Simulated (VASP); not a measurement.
# PbS (Galena) (Fm-3m) in VASP: a series of runs, part 7 of 8

VASP 6.6.1. The steps go on from the part before.

## Step 90: Equation of state, PBEsol, 25.30 Å³/atom

File INCAR:

```
PREC     = Accurate       # precision mode
ENCUT    = 900            # plane-wave cutoff, eV
EDIFF    = 1E-7           # SCF threshold, eV
ISMEAR   = 0              # smearing method
SIGMA    = 0.05           # smearing width, eV
LREAL    = F              # projectors in reciprocal space
LASPH    = T              # aspherical terms in the spheres
NELM     = 100            # most SCF steps
ALGO     = Normal         # electronic algorithm
ISIF     = 2              # what is computed and relaxed
LWAVE    = F              # write WAVECAR
LCHARG   = F              # write CHGCAR
GGA      = PS             # functional
ADDGRID  = F
```

File KPOINTS:

```
Automatic mesh
0
Gamma
  4 4 4
```

File POSCAR:

```
PbS
1.0
    0.0000000000      2.9357908810      2.9357908810
    2.9357908810      0.0000000000      2.9357908810
    2.9357908810      2.9357908810      0.0000000000
Pb S
1 1
Direct
    0.0000000000      0.0000000000      0.0000000000
    0.5000000000      0.5000000000      0.5000000000
```

Potentials or basis: VASP PAW PBE potentials, release 64 (Pb_d, S).

On the command line:

```console
> cat potpaw_PBE.64/Pb_d/POTCAR potpaw_PBE.64/S/POTCAR > POTCAR
> mpirun -np 1 vasp_std > vasp.out
```

Wall time 8.6 s (1 thread of Intel Xeon 6975P-C (Granite Rapids), shared host); peak memory 0.25 GiB.

The run converged, but some of its settings lie outside the range that counts as converged, so its numbers aren't taken as properties of the crystal.

Results:

- Free energy: -9.4407 eV
- Pressure: 1.1 GPa
- Band gap on the k mesh: 0.14 eV, direct

Caveat: the k mesh is coarse (spacing up to 0.46 Å⁻¹), so the values aren't converged; the PAW data sets were made with another functional, which shifts forces and pressure a little; spin-orbit coupling is left out, which as a rule narrows the gap of such compounds by several tenths of an eV.

## Step 91: Equation of state, PBEsol, 26.87 Å³/atom

INCAR is that of step 90.

KPOINTS is that of step 90.

File POSCAR:

```
PbS
1.0
    0.0000000000      2.9951157712      2.9951157712
    2.9951157712      0.0000000000      2.9951157712
    2.9951157712      2.9951157712      0.0000000000
Pb S
1 1
Direct
    0.0000000000      0.0000000000      0.0000000000
    0.5000000000      0.5000000000      0.5000000000
```

On the command line:

```console
> cat potpaw_PBE.64/Pb_d/POTCAR potpaw_PBE.64/S/POTCAR > POTCAR
> mpirun -np 1 vasp_std > vasp.out
```

It took 8.4 s on 1 thread of Intel Xeon 6975P-C (Granite Rapids), shared host; peak memory 0.25 GiB.

The run converged, but some of its settings lie outside the range that counts as converged, so its numbers aren't taken as properties of the crystal.

Results:

- Free energy: -9.4273 eV
- Pressure: -2.3 GPa
- Band gap on the k mesh: 0.36 eV, direct

Caveat: the k mesh is coarse (spacing up to 0.45 Å⁻¹), so the values aren't converged; the PAW data sets were made with another functional, which shifts forces and pressure a little; spin-orbit coupling is left out, which as a rule narrows the gap of such compounds by several tenths of an eV.

## Step 92: Equation of state, PBEsol, 25.30 Å³/atom

INCAR, as its differences from that of step 91:

```diff
@@ -1,3 +1,3 @@
 PREC     = Accurate       # precision mode
-ENCUT    = 900            # plane-wave cutoff, eV
+ENCUT    = 200            # plane-wave cutoff, eV
 EDIFF    = 1E-7           # SCF threshold, eV
```

File KPOINTS:

```
Automatic mesh
0
Gamma
  10 10 10
```

File POSCAR:

```
PbS
1.0
    0.0000000000      2.9357908810      2.9357908810
    2.9357908810      0.0000000000      2.9357908810
    2.9357908810      2.9357908810      0.0000000000
Pb S
1 1
Direct
    0.0000000000      0.0000000000      0.0000000000
    0.5000000000      0.5000000000      0.5000000000
```

On the command line:

```console
> cat potpaw_PBE.64/Pb_d/POTCAR potpaw_PBE.64/S/POTCAR > POTCAR
> mpirun -np 1 vasp_std > vasp.out
```

Wall time 4.2 s (1 thread of Intel Xeon 6975P-C (Granite Rapids), shared host); peak memory 0.12 GiB.

The run converged, but a check on its numbers failed (symmetry, net force, bounds or a known fault of this set-up), so they aren't taken as properties of the crystal.

Caveat: the cutoff lies under the usual one of these potentials, so the numbers hold a large basis-set error; the PAW data sets were made with another functional, which shifts forces and pressure a little; spin-orbit coupling is left out, which as a rule narrows the gap of such compounds by several tenths of an eV.

## Step 93: Equation of state, PBEsol, 26.87 Å³/atom

INCAR is that of step 92.

KPOINTS is that of step 92.

File POSCAR:

```
PbS
1.0
    0.0000000000      2.9951157712      2.9951157712
    2.9951157712      0.0000000000      2.9951157712
    2.9951157712      2.9951157712      0.0000000000
Pb S
1 1
Direct
    0.0000000000      0.0000000000      0.0000000000
    0.5000000000      0.5000000000      0.5000000000
```

Potentials or basis: VASP PAW PBE potentials, release 64 (Pb_d, S).

On the command line:

```console
> cat potpaw_PBE.64/Pb_d/POTCAR potpaw_PBE.64/S/POTCAR > POTCAR
> mpirun -np 1 vasp_std > vasp.out
```

Run time: 4.7 s. Hardware: 1 thread of Intel Xeon 6975P-C (Granite Rapids), shared host; peak memory 0.12 GiB.

The run converged, but a check on its numbers failed (symmetry, net force, bounds or a known fault of this set-up), so they aren't taken as properties of the crystal.

Caveat: the cutoff lies under the usual one of these potentials, so the numbers hold a large basis-set error; the PAW data sets were made with another functional, which shifts forces and pressure a little; spin-orbit coupling is left out, which as a rule narrows the gap of such compounds by several tenths of an eV.

## Step 94: Equation of state, PBEsol, 25.30 Å³/atom

INCAR, as its differences from that of step 93:

```diff
@@ -1,3 +1,3 @@
 PREC     = Accurate       # precision mode
-ENCUT    = 200            # plane-wave cutoff, eV
+ENCUT    = 300            # plane-wave cutoff, eV
 EDIFF    = 1E-7           # SCF threshold, eV
```

KPOINTS is that of step 93.

File POSCAR:

```
PbS
1.0
    0.0000000000      2.9357908810      2.9357908810
    2.9357908810      0.0000000000      2.9357908810
    2.9357908810      2.9357908810      0.0000000000
Pb S
1 1
Direct
    0.0000000000      0.0000000000      0.0000000000
    0.5000000000      0.5000000000      0.5000000000
```

On the command line:

```console
> cat potpaw_PBE.64/Pb_d/POTCAR potpaw_PBE.64/S/POTCAR > POTCAR
> mpirun -np 1 vasp_std > vasp.out
```

Run time: 5 s. Hardware: 1 thread of Intel Xeon 6975P-C (Granite Rapids), shared host; peak memory 0.14 GiB.

These settings aren't checked as converged: the numbers below hold their error.

What came out:

```
Free energy            : -9.4529 eV
Pressure               : 0.5 GPa
Band gap on the k mesh : 0.14 eV, direct
```

Caveat: the cutoff is under 1.25 times the usual one of these potentials, so pressure, stress and relaxed cells hold a basis-set (Pulay) error; the PAW data sets were made with another functional, which shifts forces and pressure a little; spin-orbit coupling is left out, which as a rule narrows the gap of such compounds by several tenths of an eV.

## Step 95: Equation of state, PBEsol, 26.87 Å³/atom

INCAR is that of step 94.

KPOINTS is that of step 94.

File POSCAR:

```
PbS
1.0
    0.0000000000      2.9951157712      2.9951157712
    2.9951157712      0.0000000000      2.9951157712
    2.9951157712      2.9951157712      0.0000000000
Pb S
1 1
Direct
    0.0000000000      0.0000000000      0.0000000000
    0.5000000000      0.5000000000      0.5000000000
```

On the command line:

```console
> cat potpaw_PBE.64/Pb_d/POTCAR potpaw_PBE.64/S/POTCAR > POTCAR
> mpirun -np 1 vasp_std > vasp.out
```

Run time: 5.6 s. Hardware: 1 thread of Intel Xeon 6975P-C (Granite Rapids), shared host; peak memory 0.14 GiB.

These settings aren't checked as converged: the numbers below hold their error.

What came out:

- Free energy: -9.4381 eV
- Pressure: -2.9 GPa
- Band gap on the k mesh: 0.36 eV, direct

Caveat: the cutoff is under 1.25 times the usual one of these potentials, so pressure, stress and relaxed cells hold a basis-set (Pulay) error; the PAW data sets were made with another functional, which shifts forces and pressure a little; spin-orbit coupling is left out, which as a rule narrows the gap of such compounds by several tenths of an eV.

## Step 96: Equation of state, PBEsol, 25.30 Å³/atom

INCAR, as its differences from that of step 95:

```diff
@@ -1,3 +1,3 @@
 PREC     = Accurate       # precision mode
-ENCUT    = 300            # plane-wave cutoff, eV
+ENCUT    = 350            # plane-wave cutoff, eV
 EDIFF    = 1E-7           # SCF threshold, eV
```

KPOINTS is that of step 95.

File POSCAR:

```
PbS
1.0
    0.0000000000      2.9357908810      2.9357908810
    2.9357908810      0.0000000000      2.9357908810
    2.9357908810      2.9357908810      0.0000000000
Pb S
1 1
Direct
    0.0000000000      0.0000000000      0.0000000000
    0.5000000000      0.5000000000      0.5000000000
```

Potentials or basis: VASP PAW PBE potentials, release 64 (Pb_d, S).

On the command line:

```console
> cat potpaw_PBE.64/Pb_d/POTCAR potpaw_PBE.64/S/POTCAR > POTCAR
> mpirun -np 1 vasp_std > vasp.out
```

Run time: 9.5 s. Hardware: 1 thread of Intel Xeon 6975P-C (Granite Rapids), shared host; peak memory 0.16 GiB.

These settings aren't checked as converged: the numbers below hold their error.

Results:

```yaml
Free_energy: -9.4531 eV
Pressure: 0.7 GPa
Band_gap_on_the_k_mesh: 0.14 eV, direct
```

Caveat: the PAW data sets were made with another functional, which shifts forces and pressure a little; spin-orbit coupling is left out, which as a rule narrows the gap of such compounds by several tenths of an eV.

## Step 97: Equation of state, PBEsol, 26.87 Å³/atom

INCAR is that of step 96.

KPOINTS is that of step 96.

File POSCAR:

```
PbS
1.0
    0.0000000000      2.9951157712      2.9951157712
    2.9951157712      0.0000000000      2.9951157712
    2.9951157712      2.9951157712      0.0000000000
Pb S
1 1
Direct
    0.0000000000      0.0000000000      0.0000000000
    0.5000000000      0.5000000000      0.5000000000
```

On the command line:

```console
> cat potpaw_PBE.64/Pb_d/POTCAR potpaw_PBE.64/S/POTCAR > POTCAR
> mpirun -np 1 vasp_std > vasp.out
```

Wall time 9.7 s (1 thread of Intel Xeon 6975P-C (Granite Rapids), shared host); peak memory 0.16 GiB.

The run converged, but some of its settings lie outside the range that counts as converged, so its numbers aren't taken as properties of the crystal.

Results:

```yaml
Free_energy: -9.4382 eV
Pressure: -2.7 GPa
Band_gap_on_the_k_mesh: 0.36 eV, direct
```

Caveat: the PAW data sets were made with another functional, which shifts forces and pressure a little; spin-orbit coupling is left out, which as a rule narrows the gap of such compounds by several tenths of an eV.

## Step 98: Equation of state, PBEsol, 25.30 Å³/atom

INCAR, as its differences from that of step 97:

```diff
@@ -1,3 +1,3 @@
 PREC     = Accurate       # precision mode
-ENCUT    = 350            # plane-wave cutoff, eV
+ENCUT    = 400            # plane-wave cutoff, eV
 EDIFF    = 1E-7           # SCF threshold, eV
```

KPOINTS is that of step 97.

File POSCAR:

```
PbS
1.0
    0.0000000000      2.9357908810      2.9357908810
    2.9357908810      0.0000000000      2.9357908810
    2.9357908810      2.9357908810      0.0000000000
Pb S
1 1
Direct
    0.0000000000      0.0000000000      0.0000000000
    0.5000000000      0.5000000000      0.5000000000
```

On the command line:

```console
> cat potpaw_PBE.64/Pb_d/POTCAR potpaw_PBE.64/S/POTCAR > POTCAR
> mpirun -np 1 vasp_std > vasp.out
```

Run time: 10 s. Hardware: 1 thread of Intel Xeon 6975P-C (Granite Rapids), shared host; peak memory 0.16 GiB.

These settings aren't checked as converged: the numbers below hold their error.

Results:

```yaml
Free_energy: -9.4539 eV
Pressure: 1.0 GPa
Band_gap_on_the_k_mesh: 0.14 eV, direct
```

Caveat: the PAW data sets were made with another functional, which shifts forces and pressure a little; spin-orbit coupling is left out, which as a rule narrows the gap of such compounds by several tenths of an eV.

## Step 99: Equation of state, PBEsol, 26.87 Å³/atom

INCAR is that of step 98.

KPOINTS is that of step 98.

File POSCAR:

```
PbS
1.0
    0.0000000000      2.9951157712      2.9951157712
    2.9951157712      0.0000000000      2.9951157712
    2.9951157712      2.9951157712      0.0000000000
Pb S
1 1
Direct
    0.0000000000      0.0000000000      0.0000000000
    0.5000000000      0.5000000000      0.5000000000
```

Potentials or basis: VASP PAW PBE potentials, release 64 (Pb_d, S).

On the command line:

```console
> cat potpaw_PBE.64/Pb_d/POTCAR potpaw_PBE.64/S/POTCAR > POTCAR
> mpirun -np 1 vasp_std > vasp.out
```

Wall time 10 s (1 thread of Intel Xeon 6975P-C (Granite Rapids), shared host); peak memory 0.16 GiB.

These settings aren't checked as converged: the numbers below hold their error.

Results:

```yaml
Free_energy: -9.4391 eV
Pressure: -2.4 GPa
Band_gap_on_the_k_mesh: 0.36 eV, direct
```

Caveat: the PAW data sets were made with another functional, which shifts forces and pressure a little; spin-orbit coupling is left out, which as a rule narrows the gap of such compounds by several tenths of an eV.

## Step 100: Equation of state, PBEsol, 25.30 Å³/atom

INCAR, as its differences from that of step 99:

```diff
@@ -3,3 +3,3 @@
 EDIFF    = 1E-7           # SCF threshold, eV
-ISMEAR   = 0              # smearing method
+ISMEAR   = -5             # smearing method
 SIGMA    = 0.05           # smearing width, eV
```

KPOINTS is that of step 99.

File POSCAR:

```
PbS
1.0
    0.0000000000      2.9357908810      2.9357908810
    2.9357908810      0.0000000000      2.9357908810
    2.9357908810      2.9357908810      0.0000000000
Pb S
1 1
Direct
    0.0000000000      0.0000000000      0.0000000000
    0.5000000000      0.5000000000      0.5000000000
```

On the command line:

```console
> cat potpaw_PBE.64/Pb_d/POTCAR potpaw_PBE.64/S/POTCAR > POTCAR
> mpirun -np 1 vasp_std > vasp.out
```

Wall time 10 s (1 thread of Intel Xeon 6975P-C (Granite Rapids), shared host); peak memory 0.16 GiB.

The run converged, but some of its settings lie outside the range that counts as converged, so its numbers aren't taken as properties of the crystal.

What came out:

```yaml
Free_energy: -9.4539 eV
Pressure: 1.0 GPa
Band_gap_on_the_k_mesh: 0.14 eV, direct
```

Caveat: the PAW data sets were made with another functional, which shifts forces and pressure a little; spin-orbit coupling is left out, which as a rule narrows the gap of such compounds by several tenths of an eV.

## Step 101: Equation of state, PBEsol, 26.87 Å³/atom

INCAR is that of step 100.

KPOINTS is that of step 100.

File POSCAR:

```
PbS
1.0
    0.0000000000      2.9951157712      2.9951157712
    2.9951157712      0.0000000000      2.9951157712
    2.9951157712      2.9951157712      0.0000000000
Pb S
1 1
Direct
    0.0000000000      0.0000000000      0.0000000000
    0.5000000000      0.5000000000      0.5000000000
```

On the command line:

```console
> cat potpaw_PBE.64/Pb_d/POTCAR potpaw_PBE.64/S/POTCAR > POTCAR
> mpirun -np 1 vasp_std > vasp.out
```

It took 9.9 s on 1 thread of Intel Xeon 6975P-C (Granite Rapids), shared host; peak memory 0.16 GiB.

The run converged, but some of its settings lie outside the range that counts as converged, so its numbers aren't taken as properties of the crystal.

Results:

```yaml
Free_energy: -9.4391 eV
Pressure: -2.4 GPa
Band_gap_on_the_k_mesh: 0.36 eV, direct
```

Caveat: the PAW data sets were made with another functional, which shifts forces and pressure a little; spin-orbit coupling is left out, which as a rule narrows the gap of such compounds by several tenths of an eV.

## Step 102: Equation of state, PBEsol, 25.30 Å³/atom

INCAR, as its differences from that of step 101:

```diff
@@ -3,3 +3,3 @@
 EDIFF    = 1E-7           # SCF threshold, eV
-ISMEAR   = -5             # smearing method
+ISMEAR   = 0              # smearing method
 SIGMA    = 0.05           # smearing width, eV
```

File KPOINTS:

```
Automatic mesh
0
Gamma
  11 11 11
```

File POSCAR:

```
PbS
1.0
    0.0000000000      2.9357908810      2.9357908810
    2.9357908810      0.0000000000      2.9357908810
    2.9357908810      2.9357908810      0.0000000000
Pb S
1 1
Direct
    0.0000000000      0.0000000000      0.0000000000
    0.5000000000      0.5000000000      0.5000000000
```

Potentials or basis: VASP PAW PBE potentials, release 64 (Pb_d, S).

On the command line:

```console
> cat potpaw_PBE.64/Pb_d/POTCAR potpaw_PBE.64/S/POTCAR > POTCAR
> mpirun -np 1 vasp_std > vasp.out
```

Wall time 12 s (1 thread of Intel Xeon 6975P-C (Granite Rapids), shared host); peak memory 0.17 GiB.

The run converged, but some of its settings lie outside the range that counts as converged, so its numbers aren't taken as properties of the crystal.

What came out:

* Free energy: -9.4543 eV
* Pressure: 1.0 GPa

Caveat: this odd mesh misses L, where the gap lies, so gap, dielectric constants and Born charges aren't listed; the PAW data sets were made with another functional, which shifts forces and pressure a little.

## Step 103: Equation of state, PBEsol, 26.87 Å³/atom

INCAR is that of step 102.

KPOINTS is that of step 102.

File POSCAR:

```
PbS
1.0
    0.0000000000      2.9951157712      2.9951157712
    2.9951157712      0.0000000000      2.9951157712
    2.9951157712      2.9951157712      0.0000000000
Pb S
1 1
Direct
    0.0000000000      0.0000000000      0.0000000000
    0.5000000000      0.5000000000      0.5000000000
```

On the command line:

```console
> cat potpaw_PBE.64/Pb_d/POTCAR potpaw_PBE.64/S/POTCAR > POTCAR
> mpirun -np 1 vasp_std > vasp.out
```

Run time: 12 s. Hardware: 1 thread of Intel Xeon 6975P-C (Granite Rapids), shared host; peak memory 0.17 GiB.

These settings aren't checked as converged: the numbers below hold their error.

Results:

| Item | Value |
| --- | --- |
| Free energy | -9.4392 eV |
| Pressure | -2.4 GPa |

Caveat: this odd mesh misses L, where the gap lies, so gap, dielectric constants and Born charges aren't listed; the PAW data sets were made with another functional, which shifts forces and pressure a little.

## Step 104: Equation of state, PBEsol, 25.30 Å³/atom

INCAR, as its differences from that of step 103:

```diff
@@ -1,3 +1,3 @@
-PREC     = Accurate       # precision mode
-ENCUT    = 400            # plane-wave cutoff, eV
+PREC     = Low            # precision mode
+ENCUT    = 500            # plane-wave cutoff, eV
 EDIFF    = 1E-7           # SCF threshold, eV
```

File KPOINTS:

```
Automatic mesh
0
Gamma
  10 10 10
```

File POSCAR:

```
PbS
1.0
    0.0000000000      2.9357908810      2.9357908810
    2.9357908810      0.0000000000      2.9357908810
    2.9357908810      2.9357908810      0.0000000000
Pb S
1 1
Direct
    0.0000000000      0.0000000000      0.0000000000
    0.5000000000      0.5000000000      0.5000000000
```

On the command line:

```console
> cat potpaw_PBE.64/Pb_d/POTCAR potpaw_PBE.64/S/POTCAR > POTCAR
> mpirun -np 1 vasp_std > vasp.out
```

Wall time 5.8 s (1 thread of Intel Xeon 6975P-C (Granite Rapids), shared host); peak memory 0.13 GiB.

The run converged, but some of its settings lie outside the range that counts as converged, so its numbers aren't taken as properties of the crystal.

What came out:

| Item | Value |
| --- | --- |
| Free energy | -9.4552 eV |
| Pressure | 1.0 GPa |
| Band gap on the k mesh | 0.14 eV, direct |

Caveat: the PAW data sets were made with another functional, which shifts forces and pressure a little; spin-orbit coupling is left out, which as a rule narrows the gap of such compounds by several tenths of an eV.

## Step 105: Equation of state, PBEsol, 26.87 Å³/atom

INCAR is that of step 104.

KPOINTS is that of step 104.

File POSCAR:

```
PbS
1.0
    0.0000000000      2.9951157712      2.9951157712
    2.9951157712      0.0000000000      2.9951157712
    2.9951157712      2.9951157712      0.0000000000
Pb S
1 1
Direct
    0.0000000000      0.0000000000      0.0000000000
    0.5000000000      0.5000000000      0.5000000000
```

Potentials or basis: VASP PAW PBE potentials, release 64 (Pb_d, S).

On the command line:

```console
> cat potpaw_PBE.64/Pb_d/POTCAR potpaw_PBE.64/S/POTCAR > POTCAR
> mpirun -np 1 vasp_std > vasp.out
```

It took 6.3 s on 1 thread of Intel Xeon 6975P-C (Granite Rapids), shared host; peak memory 0.13 GiB.

These settings aren't checked as converged: the numbers below hold their error.

Results:

```
Free energy            : -9.4402 eV
Pressure               : -2.5 GPa
Band gap on the k mesh : 0.36 eV, direct
```

Caveat: the PAW data sets were made with another functional, which shifts forces and pressure a little; spin-orbit coupling is left out, which as a rule narrows the gap of such compounds by several tenths of an eV.

## Step 106: Equation of state, PBEsol, 25.30 Å³/atom

INCAR, as its differences from that of step 105:

```diff
@@ -1,2 +1,2 @@
-PREC     = Low            # precision mode
+PREC     = Normal         # precision mode
 ENCUT    = 500            # plane-wave cutoff, eV
```

KPOINTS is that of step 105.

File POSCAR:

```
PbS
1.0
    0.0000000000      2.9357908810      2.9357908810
    2.9357908810      0.0000000000      2.9357908810
    2.9357908810      2.9357908810      0.0000000000
Pb S
1 1
Direct
    0.0000000000      0.0000000000      0.0000000000
    0.5000000000      0.5000000000      0.5000000000
```

On the command line:

```console
> cat potpaw_PBE.64/Pb_d/POTCAR potpaw_PBE.64/S/POTCAR > POTCAR
> mpirun -np 1 vasp_std > vasp.out
```

It took 6.1 s on 1 thread of Intel Xeon 6975P-C (Granite Rapids), shared host; peak memory 0.16 GiB.

These settings aren't checked as converged: the numbers below hold their error.

Results:

```
Free energy            : -9.4540 eV
Pressure               : 1.0 GPa
Band gap on the k mesh : 0.14 eV, direct
```

Caveat: the PAW data sets were made with another functional, which shifts forces and pressure a little; spin-orbit coupling is left out, which as a rule narrows the gap of such compounds by several tenths of an eV.

(Continued in part 8 of 8.)
